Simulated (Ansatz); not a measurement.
# TePb (Fm-3m) in Ansatz: a series of runs

One crystal, TePb, is run at these levels: PBE+D3(BJ), PBEsol+D4; tasks: relaxation of cell and atoms.

Everything below comes from runs of Ansatz 0.2.0. Logs are shortened: lines on timing, memory, paths and dates and some standing lists are left out, and cuts for length are marked.

## Step 1: Starting point

Symmetry: Fm-3m, No. 225, cubic system. Conventional cell: a = 6.462 Å, b = 6.462 Å, c = 6.462 Å, α = 90.00°, β = 90.00°, γ = 90.00°. Pb (site symmetry m-3m) is surrounded by 6 Te at 3.23 Å. Te (site symmetry m-3m) is surrounded by 6 Pb at 3.23 Å.

## Step 2: Relaxation of cell and atoms, PBE+D3(BJ)

input.yaml reads:

```yaml
crystal:
  lattice:
    - [0.0, 3.231, 3.231]
    - [3.231, 0.0, 3.231]
    - [3.231, 3.231, 0.0]
  atoms:
    - { symbol: Pb, position: [0.0, 0.0, 0.0] }
    - { symbol: Te, position: [0.5, 0.5, 0.5] }
kpoints:
  mp_grid: { grid: [7, 7, 7] }
scf:
  occupations: { method: fermi_dirac, width: 0.05 }
hamiltonian:
  xc: pbe
  dispersion: d3bj
  pseudopotentials: { kind: all_electron, lapw: { basis_error: 0.001 } }
output:
  forces: true
  stress: true
relax:
  f_tol: 0.01
  max_steps: 60
  cell: {}
```

Potentials or basis: all-electron LAPW, scalar-relativistic.

Run with:

```bash
$ ansatz run input.yaml --threads 1 --pin off --max-ram 3072MiB --backend cpu --events-out ev --progress --plain --runs-dir out
```

Output:

```text
Warning: RAYON_NUM_THREADS=1 ignored (pool sized by the plan → 1); use --threads N
The last accepted step is kept in <dir> (removed where the run ends without a failure and the disk answers)
LAPW: plane waves up to 7.132 Å⁻¹, error target 1.0e-3 eV per atom; small_component_spin mean_spin; Te in spheres of 1.534 Å, 24 of its electrons in bands, Dirac shells []; Pb in spheres of 1.600 Å, 36 of its electrons in bands, Dirac shells [] (how accurate: hamiltonian.pseudopotentials.lapw.basis_error, Limitations)
Engine: ansatz 0.2.0, x86_64-unknown-linux-gnu
Pseudopotentials: kind: all_electron
Pseudopotential: Pb, LAPW, valence charge 36, lapw/all_electron/scalar/gaussian/Pb, Koelling and Harmon's equation, gaussian nucleus
Pseudopotential: Te, LAPW, valence charge 24, lapw/all_electron/scalar/gaussian/Te, Koelling and Harmon's equation, gaussian nucleus
Functional definition: PBE
  parameter kappa = 0.804
  parameter beta = 0.06672455060314922
  exchange = pbe_x(kappa = kappa, mu = beta*pi^2/3)
  correlation = pbe_c(beta = beta)
Crystal: 2 atoms, lattice volume = 67.459 Å³
Basis set: ecut = 193.80404021310156 eV, 411 PW (Γ), exchange–correlation at level 2
Bands: 36, of which v1, the nominal top of the filled ones, is band 30 counted from 1 (29 counted from 0)
Symmetry: 48 space group operations
Space group: Fm-3m (ITA 225), of the structure as read, at distance tolerance 4.1e-5 Å
k-points: 20 of 343
Non-local potential: Pb, projectors of the file, none
Non-local potential: Te, projectors of the file, none
Initial density: superposition of atomic densities (chi_scale 0.1, normalization cell, long waves kept (reshape's long-wave potential 0.00 eV rms))
Initial wavefunctions: plane waves of lowest kinetic energy (no species holds an atomic orbital)
Functional: x = pbe(κ = 0.804, μ = 0.2195149727645171), c = pbe(β = 0.06672455060314922)
iter 1 solved again at ethr=7.11e-4 eV; its pass at ethr=1.00e-1 eV (dr2=4.27e-1 eV) is discarded
SCF iter   1: F=—  HF=-752952.681426 eV  |F-HF|=—  |Δ(HF+E_count)|=         —  Δρ=1.56e-2  dr2=4.27e-1  ethr=7.11e-4  ⟨swp⟩=2.4  Hψ=4467  notcnv=0
preconditioner: auto → none  [insulator: Δε(μ)=1.119 eV  Ē_g=16.027 eV  σ=0.050 eV  W_gap=1.00  n_scr=14 (ndim 8)  ℏωp=20.2 eV  f_vac=0.105  D(μ)=0.00/eV (n_scr^D=0)  ε∞_Penn≈2.6]
iter 2 solved again at ethr=1.27e-5 eV; its pass at ethr=7.11e-4 eV (dr2=7.60e-3 eV) is discarded
SCF iter   2: F=—  HF=-752952.569850 eV  |F-HF|=—  |Δ(HF+E_count)|=   1.12e-1  Δρ=3.75e-3  dr2=7.62e-3  ethr=1.27e-5  ⟨swp⟩=2.0  Hψ=3743  notcnv=0
SCF iter   3: F=—  HF=-752952.561312 eV  |F-HF|=—  |Δ(HF+E_count)|=   8.54e-3  Δρ=2.42e-3  dr2=5.94e-3  ethr=1.27e-5  ⟨swp⟩=2.9  Hψ=2239  notcnv=0
SCF iter   4: F=—  HF=-752952.562718 eV  |F-HF|=—  |Δ(HF+E_count)|=   1.41e-3  Δρ=8.06e-4  dr2=5.88e-4  ethr=9.90e-6  ⟨swp⟩=2.0  Hψ=2143  notcnv=0
SCF iter   5: F=—  HF=-752952.562912 eV  |F-HF|=—  |Δ(HF+E_count)|=   1.94e-4  Δρ=1.26e-4  dr2=1.13e-5  ethr=9.80e-7  ⟨swp⟩=2.1  Hψ=2142  notcnv=0
SCF iter   6: F=—  HF=-752952.562922 eV  |F-HF|=—  |Δ(HF+E_count)|=   1.00e-5  Δρ=2.27e-5  dr2=4.57e-7  ethr=1.89e-8  ⟨swp⟩=2.9  Hψ=2194  notcnv=0
SCF iter   7: F=-752952.562923 eV  HF=-752952.562923 eV  |F-HF|=2.57e-8  |Δ(HF+E_count)|=   7.13e-7  Δρ=4.10e-6  dr2=1.14e-8  ethr=7.61e-10  ⟨swp⟩=3.0  Hψ=2232  notcnv=0
SCF 1 converged in 7 iterations: F = -752952.562923 eV  dr2 = 1.14e-8
relax step   1: F+E_penalty+E_count = -752952.56292300 eV  Δ(F+E_penalty+E_count) = +0.000e0 eV  max|allowed force component| = 9.696e-31 eV/Å  Δτ_max = 0.0000 Å  P = +0.143 GPa  Ω = 67.459 Å³  (7 SCF iters, accepted)
Crystal: 2 atoms, lattice volume = 67.748 Å³
Basis set: ecut = 193.25355725337909 eV, 411 PW (Γ), exchange–correlation at level 2
Initial density: handed on by an earlier stage of this run
Initial wavefunctions: those handed on with the density
iter 1 solved again at ethr=3.82e-8 eV; its pass at ethr=1.00e-1 eV (dr2=2.29e-5 eV) is discarded
SCF iter   1: F=—  HF=-752952.563023 eV  |F-HF|=—  |Δ(HF+E_count)|=         —  Δρ=1.13e-4  dr2=2.41e-5  ethr=3.82e-8  ⟨swp⟩=4.5  Hψ=3596  notcnv=0
preconditioner: auto → none  [insulator: Δε(μ)=1.015 eV  Ē_g=16.271 eV  σ=0.050 eV  W_gap=1.00  n_scr=14 (ndim 8)  ℏωp=20.2 eV  f_vac=0.145  D(μ)=0.00/eV (n_scr^D=0)  ε∞_Penn≈2.5]
iter 2 solved again at ethr=1.72e-9 eV; its pass at ethr=3.82e-8 eV (dr2=1.03e-6 eV) is discarded
SCF iter   2: F=—  HF=-752952.563015 eV  |F-HF|=—  |Δ(HF+E_count)|=   8.07e-6  Δρ=2.78e-5  dr2=1.03e-6  ethr=1.72e-9  ⟨swp⟩=2.0  Hψ=3620  notcnv=0
SCF iter   3: F=—  HF=-752952.563014 eV  |F-HF|=—  |Δ(HF+E_count)|=   8.16e-7  Δρ=1.38e-5  dr2=2.93e-7  ethr=1.72e-9  ⟨swp⟩=2.0  Hψ=2140  notcnv=0
SCF iter   4: F=-752952.563014 eV  HF=-752952.563014 eV  |F-HF|=2.79e-9  |Δ(HF+E_count)|=   5.01e-9  Δρ=3.44e-6  dr2=1.64e-8  ethr=4.89e-10  ⟨swp⟩=2.0  Hψ=2140  notcnv=0
SCF 2 converged in 4 iterations: F = -752952.563014 eV  dr2 = 1.64e-8
relax step   2: F+E_penalty+E_count = -752952.56301406 eV  Δ(F+E_penalty+E_count) = -9.105e-5 eV  max|allowed force component| = 2.958e-30 eV/Å  Δτ_max = 0.0000 Å  P = -0.041 GPa  Ω = 67.748 Å³  (4 SCF iters, accepted)
iter 1 solved again at ethr=2.45e-11 eV; its pass at ethr=1.00e-1 eV (dr2=1.47e-8 eV) is discarded
SCF iter   1: F=—  HF=-752952.563014 eV  |F-HF|=—  |Δ(HF+E_count)|=         —  Δρ=3.44e-6  dr2=1.64e-8  ethr=2.45e-11  ⟨swp⟩=7.7  Hψ=4771  notcnv=0  reapply=6
preconditioner: auto → none  [insulator: Δε(μ)=1.014 eV  Ē_g=16.273 eV  σ=0.050 eV  W_gap=1.00  n_scr=14 (ndim 8)  ℏωp=20.2 eV  f_vac=0.145  D(μ)=0.00/eV (n_scr^D=0)  ε∞_Penn≈2.5]
SCF iter   2: F=-752952.563014 eV  HF=-752952.563014 eV  |F-HF|=1.05e-9  |Δ(HF+E_count)|=   3.51e-7  Δρ=1.78e-6  dr2=4.54e-9  ethr=2.45e-11  ⟨swp⟩=2.0  Hψ=2140  notcnv=0
SCF 3 converged in 2 iterations: F = -752952.563014 eV  dr2 = 4.54e-9
relax step   3: F+E_penalty+E_count = -752952.56301400 eV  Δ(F+E_penalty+E_count) = +5.378e-8 eV  max|allowed force component| = 3.386e-30 eV/Å  Δτ_max = 0.0000 Å  P = -0.041 GPa  Ω = 67.748 Å³  stress off target by 4.08e-2 GPa  SCF on the basis re-selected at this cell (its energy is not comparable with the rows above)  (2 SCF iters)
basis re-selected at this cell: Δ(F+E_penalty+E_count) = +5.378e-8 eV, ΔP = -0.000 GPa vs the last step (what re-selecting the basis moved, after the strain that the cell walked since its last selection, with what the two solves' SCF thresholds leave and, on support functions, any second-order correction that the steps lacked; it is no measure of the basis error at this ecutwfc). This SCF's stress stands 4.08e-2 GPa from its target on what of the cell is left free (relax.cell.stress_tol is 5.00e-2 GPa) and its largest allowed force component is 3.39e-30 eV/Å (relax.f_tol is 1.00e-2 eV/Å): within both
SCF converged after 2 iterations
Free energy (F): -752952.563014 eV
Harris-Foulkes:  -752952.563014 eV  (|F-HF|=1.05e-9)
Internal energy: -752952.563012 eV  (E = F + TS)
E sigma→0 (E₀):  -752952.563013 eV
Entropy (-TS):   -0.000002 eV (-0.001 meV/atom)
Fermi energy:    12.150226 eV
--- Per-component energies (eV) ---
  E_band       = -3407.145678
  E_kinetic    = 850228.964400
  E_xc         = -15371.873343
  E_electrostatic = -1587808.852703  (all electrons and nuclei)
  E_disp       = -0.801366  (pairwise vdW)
  E_smearing   = -0.000002  (= −TS)
  E_closure    = 0.000000  (closes the sum)
  E_atoms      = -752944.279139  (free atoms, spherical and without spin; not in F)
  Σ components = -752952.563014   (vs F -752952.563014, Δ=0.00e0)
  Basis errors (estimates in eV, not in F): energy 3.4e-4 per atom: plane waves 3.4e-4 (1.8e-4 summed), levels above the bands 1.5e-49, relativity 4.0e-8, radial functions 9.3e-6, core shells 2.0e-8; eigenvalues (radial functions only) 5.4e-7; not estimated: angular momenta, meshes, grids; target (lapw.basis_error) 1.0e-3; muffin-tin radii Te 1.536 Å, Pb 1.602 Å
--- Forces (eV/Å), atoms counted from 1 ---
  atom   1  Pb    -0.00000000     0.00000000    -0.00000000
  atom   2  Te     0.00000000    -0.00000000     0.00000000
  max |Σ_I F_I| component: 5.85e-30 eV/Å
--- Stress (GPa, compression-positive) ---
       -0.040788      -0.000000      -0.000000
       -0.000000      -0.040788      -0.000000
       -0.000000      -0.000000      -0.040788
  P = ⅓ Tr σ = -0.0408 GPa (-0.408 kbar)
--- Relaxed structure (2 steps of the walk, 2 accepted, 1 SCFs on fresh bases) ---
  F+E_penalty+E_count = -752952.56301400 eV   max|allowed force component| = 3.386e-30 eV/Å   (the final SCF, on the basis selected at the relaxed cell)
  cell:  # Å, volume = 67.7476 Å³
    - [-1.2738430082238982e-35, 3.2355984810718077, 3.2355984810718077]
    - [3.2355984810718077, -1.7833802115134568e-34, 3.2355984810718077]
    - [3.2355984810718077, 3.2355984810718077, 1.2738430082238976e-35]
  atoms:
    - { symbol: Pb, position: [-1.3970592098909265e-36, 6.9852960494546325e-37, 2.2508176159353814e-36] }
    - { symbol: Te, position: [0.49999999999999994, 0.49999999999999994, 0.49999999999999994] }
```

Run time: 18 s. Hardware: 1 thread of Intel Xeon Platinum 8259CL at 2.50GHz (Skylake/Cascade Lake), shared host; peak memory 0.36 GiB.

Results:

| Item | Value |
| --- | --- |
| Free energy | -752952.5630 eV |
| Relaxed volume | 33.87 Å³/atom |
| Relaxed cell | a = 4.576 Å, b = 4.576 Å, c = 4.576 Å, α = 60.00°, β = 60.00°, γ = 60.00° |
| Space group after relaxing (to 0.05 Å) | Fm-3m (No. 225) |
| Energy gained by relaxing | 0.0 meV/atom |
| Ionic steps | 3 |
| Pressure after relaxing | 0.0 GPa |

Final structure:
```xyz
2
Lattice="0.0000 3.2356 3.2356 3.2356 0.0000 3.2356 3.2356 3.2356 0.0000" Properties=species:S:1:pos:R:3 pbc="T T T"
Pb    0.0000    0.0000    0.0000
Te    3.2356    3.2356    3.2356
```

Caveat: this odd mesh misses L, where the gap lies, so gap, dielectric constants and Born charges aren't listed. Spin-orbit coupling is left out, which matters for the levels of Pb, Te.

## Step 3: Relaxation of cell and atoms, PBEsol+D4

input.yaml, as its differences from that of step 2:

```diff
@@ -13,4 +13,4 @@
 hamiltonian:
-  xc: pbe
-  dispersion: d3bj
+  xc: pbesol
+  dispersion: d4
   pseudopotentials: { kind: all_electron, lapw: { basis_error: 0.001 } }
@@ -20,3 +20,3 @@
 relax:
-  f_tol: 0.01
+  f_tol: 0.02
   max_steps: 60
```

Potentials or basis: all-electron LAPW, scalar-relativistic.

Run with:

```bash
$ ansatz run input.yaml --threads 1 --pin off --max-ram 3072MiB --backend cpu --events-out ev --progress --plain --runs-dir out
```

Run time: 23 s. Hardware: 1 thread of Intel Xeon Platinum 8259CL at 2.50GHz (Skylake/Cascade Lake), shared host; peak memory 0.36 GiB.

It converged, with:

```
Free energy                            : -752722.3596 eV
Relaxed volume                         : 32.62 Å³/atom
Relaxed cell                           : a = 4.519 Å, b = 4.519 Å, c = 4.519 Å, α = 60.00°, β = 60.00°, γ = 60.00°
Space group after relaxing (to 0.05 Å) : Fm-3m (No. 225)
Energy gained by relaxing              : 5.4 meV/atom
Ionic steps                            : 4
Pressure after relaxing                : 0.0 GPa
```

Step by step:
| step | energy change (eV) | largest force (eV/Å) | volume (Å³) |
| --- | --- | --- | --- |
| 1 | 0.0000 | 0.0000 | 67.46 |
| 2 | -0.0097 | 0.0000 | 64.49 |
| 3 | -0.0109 | 0.0000 | 65.25 |
| 4 | -0.0109 | 0.0000 | 65.25 |

Final structure:
```xyz
2
Lattice="0.0000 3.1953 3.1953 3.1953 0.0000 3.1953 3.1953 3.1953 0.0000" Properties=species:S:1:pos:R:3 pbc="T T T"
Pb    0.0000    0.0000    0.0000
Te    3.1953    3.1953    3.1953
```

Caveat: this odd mesh misses L, where the gap lies, so gap, dielectric constants and Born charges aren't listed.
